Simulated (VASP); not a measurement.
# KBr in VASP: one cell, several levels of theory, part 2 of 2

The system is KBr (zincblende), a generated structure that needn't be the ground state.

VASP 6.6.1, plane waves, PAW. Earlier steps stand in the parts before.

## 3. r2SCAN

Contents of INCAR:

```
ENCUT = 520.000000
SIGMA = 0.010000
EDIFF = 1.00e-07
ALGO = Normal
METAGGA = R2SCAN
PREC = Accurate
IBRION = -1
ISIF = 2
ISMEAR = 0
NBANDS = 15
NELM = 120
NSW = 0
LASPH = .TRUE.
LCHARG = .TRUE.
LELF = .TRUE.
LWAVE = .FALSE.
LREAL = .FALSE.
```

Contents of KPOINTS:

```
KPOINTS created by Atomic Simulation Environment
0
Gamma
6 6 6
0 0 0
```

Contents of KPOINTS_OPT:

```
special points
7
Reciprocal
0.0000000000 0.0000000000 0.0000000000 1
-0.5000000000 -0.5000000000 0.0000000000 1
-0.3750000000 -0.3750000000 0.2500000000 1
-0.3750000000 0.0000000000 0.3750000000 1
0.0000000000 0.0000000000 0.5000000000 1
-0.5000000000 -0.2500000000 0.2500000000 1
0.0000000000 0.2291670000 -0.2500000000 1
```

Contents of POSCAR:

```
K  Br
 1.0000000000000000
    -0.0000000000000000    3.6882992941940822    3.6882992941940822
     3.6882992941940822   -0.0000000000000000    3.6882992941940822
     3.6882992941940822    3.6882992941940822   -0.0000000000000000
 K   Br
   1   1
Cartesian
 -0.0000000000000000  0.0000000000000000  0.0000000000000000
  1.8441496470970411  1.8441496470970411  1.8441496470970411
```

On the command line:

```bash
mpirun -np 1 vasp_std
```

Printed to the terminal (iteration lines stand in OSZICAR):

```text
POSCAR found type information on POSCAR K Br
 POSCAR found :  2 types and       2 ions
 -----------------------------------------------------------------------------
|                                                                             |
|                                                                             |
|     You enforced a specific xc type in the INCAR file but a different       |
|     I HOPE YOU KNOW WHAT YOU ARE DOING!                                     |
|                                                                             |
 -----------------------------------------------------------------------------

 LDA part: xc-table for (None), standard interpolation
 POSCAR, INCAR and KPOINTS ok, starting setup
 FFT: planning ... GRIDC
 FFT: planning ... GRID_SOFT
 FFT: planning ... GRID
 WAVECAR not read
 entering main loop
 Start KPOINTS_OPT (optional k-point list driver)
k-point batch [1-7\7]
```

OSZICAR:

```text
N       E                     dE             d eps       ncg     rms          rms(c)
DAV:   1     0.840606909505E+02    0.84061E+02   -0.64918E+03   480   0.904E+02
DAV:   2    -0.186503228481E+02   -0.10271E+03   -0.95343E+02   627   0.229E+02
DAV:   3    -0.264949623534E+02   -0.78446E+01   -0.78027E+01   641   0.547E+01
DAV:   4    -0.269466388295E+02   -0.45168E+00   -0.45151E+00   810   0.109E+01
DAV:   5    -0.269503017936E+02   -0.36630E-02   -0.36629E-02   648   0.114E+00    0.300E+00
DAV:   6    -0.229758686557E+02    0.39744E+01   -0.11288E+00   755   0.855E+00    0.176E+00
DAV:   7    -0.229287404762E+02    0.47128E-01   -0.29874E-01   655   0.276E+00    0.911E-01
DAV:   8    -0.229496808163E+02   -0.20940E-01   -0.15160E-02   557   0.924E-01    0.454E-01
DAV:   9    -0.229658528381E+02   -0.16172E-01   -0.10027E-02   564   0.804E-01    0.167E-01
DAV:  10    -0.229663459128E+02   -0.49307E-03   -0.29029E-04   670   0.105E-01    0.885E-02
DAV:  11    -0.229673367583E+02   -0.99085E-03   -0.75320E-04   529   0.187E-01    0.133E-02
DAV:  12    -0.229673541070E+02   -0.17349E-04   -0.18622E-05   648   0.243E-02    0.573E-03
DAV:  13    -0.229673604046E+02   -0.62976E-05   -0.64671E-06   529   0.158E-02    0.195E-03
DAV:  14    -0.229673605053E+02   -0.10068E-06   -0.20986E-07   661   0.342E-03    0.706E-04
DAV:  15    -0.229673605265E+02   -0.21262E-07   -0.44141E-08   423   0.192E-03
   1 F= -.22967361E+02 E0= -.22967361E+02  d E =-.546022E-86
       N       E                     dE             ncg
DAV:   1    -0.419693922412E+03   -0.32929E+04      210
DAV:   2    -0.110337988439E+04   -0.68369E+03      259
DAV:   3    -0.115224048162E+04   -0.48861E+02      308
DAV:   4    -0.115497491716E+04   -0.27344E+01      345
DAV:   5    -0.115498914276E+04   -0.14226E-01      294
DAV:   6    -0.115498942948E+04   -0.28672E-03      306
DAV:   7    -0.115498943361E+04   -0.41361E-05      317
DAV:   8    -0.115498943368E+04   -0.69913E-07      250
```

Parts of OUTCAR:

```text
k-points           NKPTS =     16   k-points in BZ     NKDIM =     16   number of bands    NBANDS=     15

   NELECT =      16.0000    total number of electrons

   dimension x,y,z NGX =    40 NGY =   40 NGZ =   40
   dimension x,y,z NGXF=    80 NGYF=   80 NGZF=   80

  energy-cutoff  :      520.00
  volume of cell :      100.35
      direct lattice vectors                 reciprocal lattice vectors
     0.000000000  3.688299294  3.688299294    -0.135563836  0.135563836  0.135563836
     3.688299294  0.000000000  3.688299294     0.135563836 -0.135563836  0.135563836
     3.688299294  3.688299294  0.000000000     0.135563836  0.135563836 -0.135563836

 k-points in reciprocal lattice and weights: KPOINTS created by Atomic Simulation Env
   0.00000000  0.00000000  0.00000000       0.005
   0.16666667  0.00000000  0.00000000       0.037
   0.33333333  0.00000000  0.00000000       0.037
   0.50000000  0.00000000  0.00000000       0.019
   0.16666667  0.16666667  0.00000000       0.028
   0.33333333  0.16666667  0.00000000       0.111
   0.50000000  0.16666667  0.00000000       0.111
  -0.33333333  0.16666667  0.00000000       0.111
[... 8 more k-points ...]

 E-fermi :  -3.3688

 k-point     1 :       0.0000    0.0000    0.0000
  band No.  band energies     occupation
      1     -32.4233      2.00000
      2     -15.8132      2.00000
      3     -15.1458      2.00000
      4     -15.1458      2.00000
      5     -15.1458      2.00000
      6      -3.5212      2.00000
      7      -3.5212      2.00000
      8      -3.5212      2.00000
      9       1.3349      0.00000
     10       5.8487      0.00000
     11       5.8487      0.00000
     12       6.8375      0.00000
     13       6.8375      0.00000
     14       6.8375      0.00000
     15       7.6673      0.00000

 k-point     2 :       0.1667    0.0000    0.0000
  band No.  band energies     occupation
      1     -32.4229      2.00000
      2     -15.8708      2.00000
      3     -15.1474      2.00000
      4     -15.1474      2.00000
      5     -15.0816      2.00000
      6      -3.6309      2.00000
      7      -3.5177      2.00000
      8      -3.5177      2.00000
      9       1.7618      0.00000
     10       5.5686      0.00000
     11       5.5686      0.00000
     12       6.3954      0.00000
     13       6.9201      0.00000
     14       7.3724      0.00000
     15       7.3724      0.00000

 k-point     3 :       0.3333    0.0000    0.0000
  band No.  band energies     occupation
      1     -32.4222      2.00000
      2     -15.9635      2.00000
      3     -15.1506      2.00000
      4     -15.1506      2.00000
      5     -14.9761      2.00000
      6      -3.8112      2.00000
      7      -3.5111      2.00000
      8      -3.5111      2.00000
      9       2.7334      0.00000
     10       5.0569      0.00000
     11       5.3857      0.00000
     12       5.3857      0.00000
     13       6.8933      0.00000
     14       7.1141      0.00000
     15       7.1141      0.00000

 k-point     4 :       0.5000    0.0000    0.0000
  band No.  band energies     occupation
      1     -32.4218      2.00000
      2     -16.0028      2.00000
      3     -15.1522      2.00000
      4     -15.1522      2.00000
      5     -14.9304      2.00000
      6      -3.8863      2.00000
      7      -3.5082      2.00000
      8      -3.5082      2.00000
      9       3.6701      0.00000
     10       3.9787      0.00000
     11       5.3808      0.00000
     12       5.3808      0.00000
     13       6.8963      0.00000
     14       6.8963      0.00000
     15       7.5466      0.00000

 k-point     5 :       0.1667    0.1667    0.0000
  band No.  band energies     occupation
      1     -32.4228      2.00000
      2     -15.8877      2.00000
      3     -15.1497      2.00000
      4     -15.1497      2.00000
      5     -15.0591      2.00000
      6      -3.6508      2.00000
      7      -3.5232      2.00000
      8      -3.5232      2.00000
      9       1.8992      0.00000
     10       4.9415      0.00000
     11       6.0822      0.00000
     12       6.7206      0.00000
     13       7.1732      0.00000
     14       7.1732      0.00000
     15       7.3755      0.00000

[... the tables of k-points 6 to 16 left out ...]

  Total        0.0053766      0.0053766      0.0053766      0.0000000      0.0000000      0.0000000
  in kB        0.0858443      0.0858443      0.0858443      0.0000000      0.0000000      0.0000000
  external PRESSURE =       0.0858443 kB  Pullay stress =       0.0000000 kB

 POSITION                                       TOTAL-FORCE (eV/Angst)
 -----------------------------------------------------------------------------------
      0.00000      0.00000      0.00000         0.000000      0.000000      0.000000
      1.84415      1.84415      1.84415        -0.000000     -0.000000     -0.000000
 -----------------------------------------------------------------------------------
    total drift:                               -0.000000     -0.000000     -0.000000

  FREE ENERGIE OF THE ION-ELECTRON SYSTEM (eV)
  ---------------------------------------------------
  free  energy   TOTEN  =       -22.9673605265 eV

  energy  without entropy=      -22.9673605265  energy(sigma->0) =      -22.96736053
```

Hardware: 1 MPI rank of Intel Xeon Platinum 8488C, shared host.

The levels at the points of KPOINTS_OPT are read from vasprun.xml.

Band energies at the special points (eV, zero at the top of v, the last band that the electrons fill by count):

```
point    v−1      v     c   c+1
    Γ  -0.01  -0.01  4.84  9.36
    X  -0.02  -0.02  6.52  7.77
    U  -0.14  -0.01  6.78  7.78
    K  -0.14  -0.01  6.78  7.78
    L   0.00   0.00  7.18  7.49
    W  -0.20  -0.03  6.79  7.78
```

Gap with r2SCAN: 4.84 eV, valence top at (0.00, 0.23, -0.25), conduction bottom at Γ. Least direct gap: 4.86 eV. Pressure: 0.01 GPa; the forces vanish within 0.01 eV/Å.

Axes a, b and c in the maps are those of this run's conventional cell (a, b, c = 7.377, 7.377, 7.377 Å).

Density in a lattice plane of the grid's cell (edges 7.38 and 7.38 Å, at 0.000 of the third edge), which holds K.

Ten even steps from ' ' (0.00 e/Å³) to '@' (4.54 e/Å³):
```
%%##--                                      --##
--::..                                      ..::
                                                
                                                
                                                
                                                
                                                
                    ..::--::..                  
                    --##%%##--                  
                  ..++%%@@%%++..                
                    --##%%##--                  
                    ..::--::..                  
                                                
                                                
                                                
                                                
                                                
--::..                                      ..::
%%##--                                      --##
@@%%++..                                  ..++%%
```
Columns run along the first of these edges and rows up along the second, over one cell in 24 and 20 even steps from the bottom left corner. Atoms in the plane (fractional): K at (0.00, 0.00), K at (0.50, 0.50).

ELF in the same plane.

Values, 12 rows by 12 columns:
```
0.81 0.80 0.12 0.02 0.05 0.01 0.00 0.01 0.05 0.02 0.12 0.80
0.39 0.12 0.03 0.30 0.30 0.05 0.00 0.05 0.30 0.30 0.03 0.12
0.00 0.02 0.30 0.51 0.30 0.02 0.01 0.02 0.30 0.51 0.30 0.02
0.00 0.05 0.30 0.30 0.03 0.12 0.39 0.12 0.03 0.30 0.30 0.05
0.00 0.01 0.05 0.02 0.12 0.80 0.81 0.80 0.12 0.02 0.05 0.01
0.00 0.00 0.00 0.00 0.39 0.81 0.26 0.81 0.39 0.01 0.00 0.00
0.00 0.01 0.05 0.02 0.12 0.80 0.81 0.80 0.12 0.02 0.05 0.01
0.00 0.05 0.30 0.30 0.03 0.12 0.39 0.12 0.03 0.30 0.30 0.05
0.01 0.02 0.30 0.51 0.30 0.02 0.00 0.02 0.30 0.51 0.30 0.02
0.39 0.12 0.03 0.30 0.30 0.05 0.00 0.05 0.30 0.30 0.03 0.12
0.81 0.80 0.12 0.02 0.05 0.01 0.00 0.01 0.05 0.02 0.12 0.80
0.26 0.81 0.39 0.01 0.00 0.00 0.00 0.00 0.00 0.00 0.39 0.81
```
Columns run along the first of these edges and rows up along the second, over one cell in 12 and 12 even steps from the bottom left corner. Atoms in the plane (fractional): K at (0.00, 0.00), K at (0.50, 0.50).

Both are smooth fields of the valence electrons: close to the nuclei they are not physical.

The highest ELF values outside the cores: 0.88 in the shell around Br, 0.9 Å from Br.

## 4. Results

This closing draws on all 2 parts.

```
 level  gap (eV)  pressure (GPa)  Ansatz: gap (eV)  Ansatz: pressure (GPa)
   PBE      4.28            0.28              4.28                    0.26
r2SCAN      4.84            0.01              4.84                    0.01
```

**Reading.** The gap spans 4.28 eV (PBE) to 4.84 eV (r2SCAN). The two programs agree on the gap within 0.01 eV, far less than the spread between functionals. Each program uses its own PAW datasets and cutoff.
